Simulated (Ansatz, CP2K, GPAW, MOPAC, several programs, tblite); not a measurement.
What each method gives for ZnGeP₂ (I-42d)

An 8-atom cell of ZnGeP₂ started from a crystallographic database, relaxed with r2SCAN in Ansatz, was computed with several methods. It is tetragonal, I-42d (No. 122); conventional cell a = 5.447 Å, c = 10.731 Å, 19.90 Å³ an atom. Zn is surrounded by 4 P at 2.36 Å; Ge is surrounded by 4 P at 2.33 Å; P is surrounded by 2 Ge at 2.33 Å and 2 Zn at 2.36 Å. No spin polarisation and no zero-point or thermal motion.

```cif
data_structure
_symmetry_space_group_name_H-M 'P 1'
_symmetry_Int_Tables_number 1
_cell_length_a 6.6048
_cell_length_b 6.6048
_cell_length_c 6.6048
_cell_angle_alpha 131.298
_cell_angle_beta 131.298
_cell_angle_gamma 71.341
_cell_volume 159.18
loop_
_atom_site_label
_atom_site_type_symbol
_atom_site_fract_x
_atom_site_fract_y
_atom_site_fract_z
_atom_site_occupancy
Zn1 Zn 0.00000 0.00000 0.00000 1
Zn2 Zn 0.75000 0.25000 0.50000 1
Ge1 Ge 0.50000 0.50000 0.00000 1
Ge2 Ge 0.25000 0.75000 0.50000 1
P1 P 0.37500 0.37921 0.50421 1
P2 P 0.62079 0.12500 0.99579 1
P3 P 0.87500 0.87079 0.49579 1
P4 P 0.12921 0.62500 0.00421 1
```

Gaps and times are for a single point on this cell; volume and bulk modulus come from each method's own relaxation or energy curve at fixed shape, which is too stiff where a cell has free coordinates or axes. Times are rough, from shared hosts (Arm Neoverse V1), and each method has its own mesh and cell size. A double dagger marks a value from a curve with shape and coordinates held. PM6 (MOPAC) and PM7 (MOPAC): levels, charges or heat of formation failed a check of plausibility, so no values are given. PM6 (MOPAC), PM7 (MOPAC), GFN1-xTB (tblite), GFN2-xTB (tblite) treat a cluster of cells at its zone centre, which samples few k points: where these miss a band edge, the gap comes out too large for that reason alone. Gaps from k meshes are read at a limited set of points (mesh, symmetry points, PBE's band edges), so each method's own least gap may be somewhat smaller. xTB and the PM methods were fitted mostly to molecules, and can miss a solid's gap by electronvolts. Minimal bases can be far off for gaps. GLLB-SC's gap includes the derivative discontinuity. d marks a direct gap, i an indirect one (no mark: not told apart), a dash a value that wasn't computed or didn't pass its checks.

```csv
method,kind,gap (eV),own volume (Å³/atom),bulk modulus (GPa),atoms computed,processor time
GFN1-xTB (tblite),tight binding,1.31,21.67‡,72‡,64,4.8 s
GFN2-xTB (tblite),tight binding,1.78,21.10‡,55‡,64,5.4 s
light PBE (260 eV and a coarse mesh),light plane-wave,1.23 i,–,–,8,8.2 s
PM6 (MOPAC),semi-empirical,–,–,–,64,11 s
PM7 (MOPAC),semi-empirical,–,–,–,64,12 s
PBE/SZV (CP2K),small basis,1.70 d,21.57‡,77‡,8,25 s
PBE,semilocal,1.21 i,20.50,75‡,8,30 s
r2SCAN,semilocal,1.43 i,19.90,85‡,8,59 s
PBE/DZVP (CP2K),small basis,1.23 i,20.70‡,74‡,8,61 s
GLLB-SC (GPAW),model potential,1.99,–,–,8,86 s
```

Against r2SCAN (1.43 eV) and with closed or daggered gaps left aside, the nearest gap at the points sampled is that of GFN1-xTB (tblite) (-0.12 eV) and the farthest that of GLLB-SC (GPAW) (+0.56 eV). r2SCAN is only a yardstick of convenience: semilocal gaps usually lie below measured ones, which GLLB-SC and hybrids aim to mend.

Volumes against r2SCAN's: PBE +3.0 %.

The runs are scalar-relativistic, without spin-orbit coupling.
